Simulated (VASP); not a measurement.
Write the native input for VASP 6.6.1 that does the following.

```
Task                   : relaxation of cell and atoms
Functional             : PBE
Potentials or basis    : VASP PAW PBE potentials, release 64 (W_sv)
Cutoff                 : 600 eV
k mesh                 : 16 × 16 × 16
Occupations            : methfessel-paxton, width 0.1 eV
Spin                   : no spin polarisation
Further INCAR settings : ALGO = Normal; EDIFF = 1e-07; IBRION = 2; EDIFFG = -0.005; NSW = 90; ISIF = 3
```

The structure of W lies in POSCAR:

```
W                                       
1.0
   -1.5923059626      1.5923059626      1.5923059626
    1.5923059626     -1.5923059626      1.5923059626
    1.5923059626      1.5923059626     -1.5923059626
  W             
     1
Direct
     0.0000000000000000    0.0000000000000000    0.0000000000000000
```

The input as run:

INCAR

```
SYSTEM = W
  PREC = Accurate
  ENCUT = 600
  EDIFF = 1E-7
  ISMEAR = 1
  SIGMA = 0.1
  LREAL = .False.
  LASPH = .True.
  NELM = 80
  ALGO = Normal
  ISIF = 3
  LWAVE = .False.
  LCHARG = .False.
  GGA = PE
  IBRION = 2
  NSW = 90
  EDIFFG = -0.005
```

KPOINTS

```
regular mesh
0
Gamma
  16 16 16
  0 0 0
```

Potentials or basis: VASP PAW PBE potentials, release 64 (W_sv).

Command:

```sh
$ cat potpaw_PBE.64/W_sv/POTCAR > POTCAR
$ mpirun -np 1 vasp_std > vasp.out
```

It gave:

The pressure after relaxing is 0.0 GPa. The band gap on the k mesh is none (metal or under the smearing width).

Caveat: the relaxation stopped at its first step, so nothing moved.

Run time: 13 s on 1 thread of Intel(R) Xeon(R) 6975P-C (Granite Rapids), with other jobs on the host, peak memory 0.16 GiB.
